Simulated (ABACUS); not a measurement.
# InAs (F-43m) in ABACUS: settings compared

One crystal, InAs, is run at these levels: MS2, LDA-PW92; tasks: single point, relaxation of cell and atoms.

All numbers are computed with ABACUS 3.10.1; they aren't measurements. Logs are shortened: lines on timing, memory, paths and dates and some standing lists are left out, and cuts for length are marked.

**Measured values to compare with.**

A printed reference work, data compilation reports, for a bulk crystal of InAs at 4.2 K: band gap 0.418 eV (direct).

The results are compared with them further down.

### 1 The structure

The structure is cubic, space group F-43m (No. 216). Conventional cell: a = 6.036 Å, b = 6.036 Å, c = 6.036 Å, α = 90.00°, β = 90.00°, γ = 90.00°. Around In (site symmetry -43m) lie 4 As at 2.61 Å. As (site symmetry -43m) has 4 In at 2.61 Å as nearest neighbours.

### 2 Single point, MS2

Contents of run_abacus.py:

```python
"""ABACUS run from a structure file: ASE reads it, the script writes STRU, KPT and INPUT."""
import re
import subprocess
from ase.io import read
from ase.units import Bohr

atoms = read("InAs.xyz")
atoms = atoms[(-atoms.numbers).argsort(kind="stable")]  # ABACUS lists atoms element by element
pseudo = {'In': 'In_ONCV_PBE-1.2.upf', 'As': 'As_ONCV_PBE-1.2.upf'}
orbital = {}
magmoms = None
kmesh = [5, 5, 5]
params = {
    'suffix': 'InAs',
    'calculation': 'scf',
    'basis_type': 'pw',
    'pseudo_dir': './',
    'symmetry': 1,
    'dft_functional': 'MGGA_X_MS2+GGA_C_REGTPSS',
    'ecutwfc': 97,
    'pseudo_rcut': 10,
    'nspin': 1,
    'nbands': 19,
    'ks_solver': 'dav',
    'smearing_method': 'fd',
    'smearing_sigma': 0.00367493,
    'scf_thr': 1e-08,
    'scf_nmax': 100,
    'mixing_type': 'broyden',
    'mixing_beta': 0.7,
    'cal_force': 1,
    'cal_stress': 1,
    'mixing_tau': 1,
    'out_chg': 1,
    'kpar': 4,
}

symbols = atoms.get_chemical_symbols()
elements = list(dict.fromkeys(symbols))
lines = ["ATOMIC_SPECIES"] + [f"{e} {atoms.get_masses()[symbols.index(e)]:.4f} {pseudo[e]}" for e in elements]
if orbital:
    lines += ["", "NUMERICAL_ORBITAL"] + [orbital[e] for e in elements]
lines += ["", "LATTICE_CONSTANT", f"{1 / Bohr:.10f}", "", "LATTICE_VECTORS"]
lines += [" ".join(f"{x:.10f}" for x in v) for v in atoms.cell]
lines += ["", "ATOMIC_POSITIONS", "Direct"]
for e in elements:
    lines += ["", e, "0.0", str(symbols.count(e))]
    for i, p in enumerate(atoms.get_scaled_positions(wrap=False)):
        if symbols[i] == e:
            mag = "" if magmoms is None else " mag " + " ".join(str(x) for x in (magmoms[i] if isinstance(magmoms[i], list) else [magmoms[i]]))
            lines.append(" ".join(f"{x:.10f}" for x in p) + " 1 1 1" + mag)
open("STRU", "w").write("\n".join(lines) + "\n")
open("KPT", "w").write("K_POINTS\n0\nGamma\n%d %d %d 0 0 0\n" % tuple(kmesh))
open("INPUT", "w").write("INPUT_PARAMETERS\n" + "".join(f"{k:<20s}{v}\n" for k, v in params.items()))

done = subprocess.run(['mpirun', '-np', '4', 'abacus'])
if done.returncode:
    raise SystemExit(done.returncode)
log = open("OUT.InAs/running_scf.log").read()
print("final energy (eV):", re.findall(r"FINAL_ETOT_IS (\S+)", log))
```

Contents of InAs.xyz:

```xyz
2
Lattice="0.0000000000 3.0180000000 3.0180000000 3.0180000000 0.0000000000 3.0180000000 3.0180000000 3.0180000000 0.0000000000" Properties=species:S:1:pos:R:3 pbc="T T T"
In     0.0000000000      0.0000000000      0.0000000000
As     4.5270000000      4.5270000000      4.5270000000
```

Potentials or basis: SG15 ONCV 1.2 PBE, plane waves.

Launch:

```bash
OMP_NUM_THREADS=1 python run_abacus.py > log
```

running log:

```text
ABACUS v3.10.1

               Atomic-orbital Based Ab-initio Computation at UStc

 ------------------------------------------------------------------------------------

 READING GENERAL INFORMATION
                           global_out_dir = OUT.InAs/
                           global_in_card = INPUT
                               pseudo_dir = ./
                              orbital_dir =
                                    DSIZE = 4
                                    GSIZE = 1

 READING UNITCELL INFORMATION
                                    ntype = 2
                  lattice constant (Bohr) = 1.88973
              lattice constant (Angstrom) = 1

 READING ATOM TYPE 1
                               atom label = In
                      L=0, number of zeta = 1
                      L=1, number of zeta = 1
                      L=2, number of zeta = 1
             number of atom for this type = 1

 READING ATOM TYPE 2
                               atom label = As
                      L=0, number of zeta = 1
                      L=1, number of zeta = 1
                      L=2, number of zeta = 1
             number of atom for this type = 1

                        TOTAL ATOM NUMBER = 2
DIRECT COORDINATES
    atom                   x                   y                   z     mag                  vx                  vy                  vz
taud_In1            0.0000000000        0.0000000000        0.0000000000  0.0000        0.0000000000        0.0000000000        0.0000000000
taud_As1            0.7500000000        0.7500000000        0.7500000000  0.0000        0.0000000000        0.0000000000        0.0000000000

                          Volume (Bohr^3) = 371.009
                             Volume (A^3) = 54.9778

 Lattice vectors: (Cartesian coordinate: in unit of a_0)
                   +0              +3.018              +3.018
               +3.018                  +0              +3.018
               +3.018              +3.018                  +0
 Reciprocal vectors: (Cartesian coordinate: in unit of 2 pi/a_0)
            -0.165673           +0.165673           +0.165673
            +0.165673           -0.165673           +0.165673
            +0.165673           +0.165673           -0.165673
 The esolver type has been set to : ksdft_pw

                PAO radial cut off (Bohr) = 10

 Read in pseudopotential file is In_ONCV_PBE-1.2.upf
                     pseudopotential type = NC
          exchange-correlation functional = PBE
                 nonlocal core correction = 0
                        valence electrons = 13
                                     lmax = 2
                           number of zeta = 0
                     number of projectors = 6
                           L of projector = 0
                           L of projector = 0
                           L of projector = 1
                           L of projector = 1
                           L of projector = 2
                           L of projector = 2
 XC functional updated to : MGGA_X_MS2+GGA_C_REGTPSS
          exchange-correlation functional = MGGA_X_MS2+GGA_C_REGTPSS
                PAO radial cut off (Bohr) = 10

 Read in pseudopotential file is As_ONCV_PBE-1.2.upf
[... 156 lines left out ...]
 --------------- sum -------------------
        1            475           6735

 SETUP NONLOCAL PSEUDOPOTENTIALS IN PLANE WAVE BASIS
 In non-local projectors:
 projector 1 L=0
 projector 2 L=0
 projector 3 L=1
 projector 4 L=1
 projector 5 L=2
 projector 6 L=2
 As non-local projectors:
 projector 1 L=0
 projector 2 L=0
 projector 3 L=1
 projector 4 L=1
 projector 5 L=2
 projector 6 L=2
      TOTAL NUMBER OF NONLOCAL PROJECTORS = 36

 Init Non-Local PseudoPotential table :
 Init Non-Local-Pseudopotential done.

                                     npwx = 6000

 -------------------------------------------
 SELF-CONSISTENT
 -------------------------------------------
                                 init_chg = atomic

 PW ALGORITHM --------------- ION=   1  ELEC=   1--------------------------------

 Notice: Threshold on eigenvalues was too large.
 hsover_error=0.18 > DRHO=0.103772
 Origin diag ethr = 0.01
 New diag ethr = 0.000576514

 Density error is 0.0989612157419
                          Error Threshold = 0.000576513571448
----------------------------------------------------------
     Energy           Rydberg                 eV
----------------------------------------------------------
 E_KohnSham     -115.3518386916      -1569.4422809827
 E_Harris       -116.4983476601      -1585.0413357619
 E_Fermi        0.6693344550         9.1067624551
----------------------------------------------------------
[... 87 lines left out ...]
 Density error is 1.9284240689e-09
                          Error Threshold = 1.39947955509e-10
----------------------------------------------------------
     Energy           Rydberg                 eV
----------------------------------------------------------
 E_KohnSham     -115.5147273293      -1571.6584945953
 E_KS(sigma->0) -115.5147111868      -1571.6582749650
 E_Harris       -115.5149422276      -1571.6614184362
 E_band         -1.6666133708        -22.6754382054
 E_one_elec     -44.3743770301       -603.7443728101
 E_Hartree      31.3674148371        426.7755733141
 E_xc           -15.3885664052       -209.3721871621
 E_Ewald        -87.1191664460       -1185.3170686765
 E_entropy(-TS) -0.0000322851        -0.0004392607
 E_descf        0.0000000000         0.0000000000
 E_exx          0.0000000000         0.0000000000
 E_Fermi        0.6661737069         9.0637582711
----------------------------------------------------------

 charge density convergence is achieved
 final etot is -1571.6584946 eV
 EFERMI = 9.0637582711 eV

 STATE ENERGY(eV) AND OCCUPATIONS    NSPIN == 1
 1/3 kpoint (Cartesian) = 0.0000 0.0000 0.0000 (5961 pws)
       1       -5.31215      0.0160000
       2       -5.31215      0.0160000
       3       -5.31215      0.0160000
       4       -5.16747      0.0160000
       5       -5.16747      0.0160000
       6       -3.98695      0.0160000
[... 53 lines left out ...]
      18        23.5502        0.00000
      19        23.5502        0.00000

------------------------------------------------------------------------------------------
 TOTAL-FORCE (eV/Angstrom)
------------------------------------------------------------------------------------------
                       In1         0.0000000000         0.0000000000         0.0000000000
                       As1         0.0000000000         0.0000000000         0.0000000000
------------------------------------------------------------------------------------------

----------------------------------------------------------------
 TOTAL-STRESS (KBAR)
----------------------------------------------------------------
       296.0405590366         0.0000000000        -0.0000000000
         0.0000000000       296.0405590366        -0.0000000000
         0.0000000000        -0.0000000000       296.0405590366
----------------------------------------------------------------
 TOTAL-PRESSURE: 296.040559 KBAR

 --------------------------------------------
 !FINAL_ETOT_IS -1571.6584945953288752 eV
 --------------------------------------------
```

INPUT:

```text
INPUT_PARAMETERS
suffix              InAs
calculation         scf
basis_type          pw
pseudo_dir          ./
symmetry            1
dft_functional      MGGA_X_MS2+GGA_C_REGTPSS
ecutwfc             97
pseudo_rcut         10
nspin               1
nbands              19
ks_solver           dav
smearing_method     fd
smearing_sigma      0.00367493
scf_thr             1e-08
scf_nmax            100
mixing_type         broyden
mixing_beta         0.7
cal_force           1
cal_stress          1
mixing_tau          1
out_chg             1
kpar                4
```

It took 30 s on 4 MPI ranks of Intel Xeon Platinum 8488C (Sapphire Rapids), shared host; peak memory 0.56 GiB.

What came out:

```
Free energy            : -1571.6585 eV
Pressure               : 29.6 GPa
Band gap on the k mesh : 0.33 eV, direct
```

Levels at points of the mesh, in eV from the valence-band top:
```csv
k point,band 6,band 7,band 8,band 9,band 10,band 11,band 12,band 13
"(0.00, 0.00, 0.00)",-12.86,0.00,0.00,0.00,0.33,4.27,4.27,4.27
```

Caveat: a pressure of tens of GPa on the cell as given is suspect, and the run, the potentials or the cell itself is likely at fault; the potentials were made for another functional, which shifts forces and pressure; spin-orbit coupling is left out, which moves the levels of the heavy elements.

### 3 Single point, LDA-PW92

run_abacus.py: that of step 2 with these lines changed.

```diff
@@ -6,8 +6,8 @@
 
-atoms = read("InAs.xyz")
+atoms = read("POSCAR")
 atoms = atoms[(-atoms.numbers).argsort(kind="stable")]  # ABACUS lists atoms element by element
-pseudo = {'In': 'In_ONCV_PBE-1.2.upf', 'As': 'As_ONCV_PBE-1.2.upf'}
+pseudo = {'In': 'in_lda_v1.4.uspp.F.UPF', 'As': 'as_lda_v1.uspp.F.UPF'}
 orbital = {}
 magmoms = None
-kmesh = [5, 5, 5]
+kmesh = [6, 6, 6]
 params = {
@@ -18,4 +18,4 @@
     'symmetry': 1,
-    'dft_functional': 'MGGA_X_MS2+GGA_C_REGTPSS',
-    'ecutwfc': 97,
+    'dft_functional': 'LDA_X+LDA_C_PW',
+    'ecutwfc': 40,
     'pseudo_rcut': 10,
@@ -32,3 +32,3 @@
     'cal_stress': 1,
-    'mixing_tau': 1,
+    'ecutrho': 320,
     'out_chg': 1,
```

Contents of POSCAR:

```
InAs
1.0
    0.0000000000      3.0180000000      3.0180000000
    3.0180000000      0.0000000000      3.0180000000
    3.0180000000      3.0180000000      0.0000000000
In As
1 1
Direct
    0.0000000000      0.0000000000      0.0000000000
    0.7500000000      0.7500000000      0.7500000000
```

Potentials or basis: GBRV ultrasoft 1.5 LDA, plane waves.

Launch:

```bash
OMP_NUM_THREADS=1 python run_abacus.py > log
```

It took 15 s on 4 MPI ranks of Intel Xeon Platinum 8488C (Sapphire Rapids), shared host; peak memory 0.76 GiB.

Results (log left out):

| Item | Value |
| --- | --- |
| Free energy | -2353.3782 eV |
| Pressure | -0.6 GPa |
| Band gap on the k mesh | none (metal or under the smearing width) |

Levels at points of the mesh, in eV from the Fermi level:
```
           k point  band 6  band 7  band 8  band 9  band 10  band 11  band 12  band 13
(0.00, 0.00, 0.00)  -12.03   -0.47   -0.04   -0.04    -0.04     3.78     3.78     3.78
(0.50, 0.50, 0.50)  -10.52   -5.93   -1.05   -1.05     0.74     4.57     4.57     6.66
(0.50, 0.50, 0.00)   -9.97   -6.01   -2.41   -2.41     1.37     1.91     8.97     9.13
```

Caveat: this crystal is a semiconductor, whose small gap the functional closes, so the metal is an error of the method.

### 4 Relaxation of cell and atoms, LDA-PW92

Contents of INPUT:

```
INPUT_PARAMETERS
suffix              InAs
calculation         cell-relax
basis_type          pw
pseudo_dir          ./
latname             fcc
symmetry            1
dft_functional      LDA_X+LDA_C_PW
ecutwfc             40
pseudo_rcut         10
nspin               1
nbands              13
ks_solver           dav
smearing_method     fd
smearing_sigma      0.00367493
scf_thr             1e-08
scf_nmax            100
mixing_type         broyden
mixing_beta         0.7
cal_force           1
cal_stress          1
ecutrho             320
relax_nmax          60
force_thr_ev        0.02
relax_method        cg
out_stru            1
stress_thr          1
kpar                4
```

Contents of STRU:

```
ATOMIC_SPECIES
In 114.8180 in_lda_v1.4.uspp.F.UPF
As 74.9216 as_lda_v1.uspp.F.UPF

LATTICE_CONSTANT
11.4063868882

ATOMIC_POSITIONS
Direct

In
0.0
1
0.0000000000 0.0000000000 0.0000000000 1 1 1

As
0.0
1
0.2500000000 0.2500000000 0.2500000000 1 1 1
```

Contents of KPT:

```
K_POINTS
0
Gamma
6 6 6 0 0 0
```

Launch:

```bash
OMP_NUM_THREADS=1 mpirun -np 4 abacus > log
```

Wall time 41 s (4 MPI ranks of Intel Xeon Platinum 8488C (Sapphire Rapids), shared host); peak memory 0.76 GiB.

It converged, with:

- Free energy: -2353.3794 eV
- Relaxed volume: 27.19 Å³/atom
- Relaxed cell: a = 4.252 Å, b = 4.252 Å, c = 4.252 Å, α = 60.00°, β = 60.00°, γ = 60.00°
- Space group after relaxing (to 0.05 Å): F-43m (No. 216)
- Energy gained by relaxing: 0.6 meV/atom
- Ionic steps: 3
- Pressure after relaxing: 0.0 GPa
- Band gap on the k mesh: none (metal or under the smearing width)

Step by step:
```
step  energy change (eV)  largest force (eV/Å)  pressure (GPa)  volume (Å³)
   1              0.0000                0.0000           -0.64        54.98
   2             -0.0009                0.0000            0.34        54.08
   3             -0.0012                0.0000            0.00        54.38
```

Final structure:
```
CELL_PARAMETERS angstrom
-3.00694 0.00000 3.00694
0.00000 3.00694 3.00694
-3.00694 3.00694 0.00000
ATOMIC_POSITIONS crystal
In 0.00000 0.00000 0.00000
As 0.25000 0.25000 0.25000
```

Levels at points of the mesh, in eV from the Fermi level:
| k point | band 7 | band 8 | band 9 | band 10 | band 11 |
| --- | --- | --- | --- | --- | --- |
| (0.00, 0.00, 0.00) | -0.41 | -0.04 | -0.04 | -0.04 | 3.78 |
| (0.50, 0.50, 0.50) | -5.99 | -1.07 | -1.07 | 0.77 | 4.58 |
| (0.50, 0.50, 0.00) | -6.06 | -2.45 | -2.45 | 1.35 | 1.91 |

Caveat: this crystal is a semiconductor, whose small gap the functional closes, so the metal is an error of the method. Zero-point motion and thermal expansion aren't in these numbers.

### 5 Overview

```tsv
task	level	potentials or basis	cell	k mesh	cutoff (eV)	max steps of the relaxation	force threshold	optimiser	stress threshold	gap on the mesh (eV)	pressure (GPa)
single point	MS2	SG15 ONCV 1.2 PBE, plane waves	as given	5 × 5 × 5	1320	-	-	-	-	0.33	29.6
single point	LDA-PW92	GBRV ultrasoft 1.5 LDA, plane waves	as given	6 × 6 × 6	544	-	-	-	-	none	-0.6
relaxation of cell and atoms	LDA-PW92	GBRV ultrasoft 1.5 LDA, plane waves	relaxed	6 × 6 × 6	544	60	0.02 eV/Å	cg	1 kbar	none	0.0
```

Alike in all rows: no spin polarisation; smearing fermi-dirac 0.05 eV.

Caveats: this crystal is a semiconductor, whose small gap the functional closes, so the metal is an error of the method (some runs); a pressure of tens of GPa on the cell as given is suspect, and the run, the potentials or the cell itself is likely at fault (some runs); the potentials were made for another functional, which shifts forces and pressure (some runs); spin-orbit coupling is left out, which moves the levels of the heavy elements (some runs).

Total energies depend on the potentials used, so only differences within one code and one set of settings carry meaning.

### 6 Comparison with measurements

Step 2. A measured gap of InAs is 0.418 eV (direct; 4.2 K; a printed reference work, data compilation); the calculated 0.33 eV misses it by -0.09 eV. Spin-orbit coupling on As, In is left out. The value is that of MS2, without temperature or zero-point motion.

Step 3. Against the measured gap of InAs, 0.418 eV (direct; 4.2 K; a printed reference work, data compilation), the calculated 0.00 eV is off by -0.42 eV. Spin-orbit coupling on As, In is left out. The value is that of LDA-PW92 on a finite k mesh, which can miss the band edges, without temperature or zero-point motion. Semilocal functionals fall short of measured gaps as a rule.
